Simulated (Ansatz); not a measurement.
Runs of Ansatz 0.2.0 on Sb. The structure is cubic, space group Im-3m (No. 229). The conventional cell has a = 3.743 Å, b = 3.743 Å, c = 3.743 Å, α = 90.00°, β = 90.00°, γ = 90.00°. Sb (site symmetry m-3m) has 8 Sb at 3.24 Å as nearest neighbours. This isn't the form of Sb at room conditions, which is rhombohedral.

```tsv
level	gap on the mesh (eV)	pressure (GPa)	relaxed volume (Å³/atom)
PBEsol+D3(BJ)-ATM	none	0.0	(a)
PBEsol	none	0.0	26.21
PBEsol+D3(BJ)	none	0.0	24.93
PBEsol+D4	none	0.0	25.46
```

Alike in all rows: task relaxation of cell and atoms; potentials or basis Ansatz PAW; no spin polarisation; cell relaxed; k mesh 10 × 10 × 10; cutoff (eV) 420; smearing fermi-dirac 0.05 eV.

Task: Estimate the missing entries.

Result: (a) 25.08.

Caveats: the plane-wave basis is chosen anew once the cell has moved, so the energies of steps on either side of that aren't comparable; the PAW data sets come from PBE, with cores solved anew for the run's functional, which leaves a small shift of forces and pressure; pairwise dispersion overbinds metals, which lowers pressure and volume (some runs).

A k mesh can miss the band edges, and the runs leave out spin-orbit coupling on Sb.

A gap of «none» marks a metal or a gap under the smearing width.
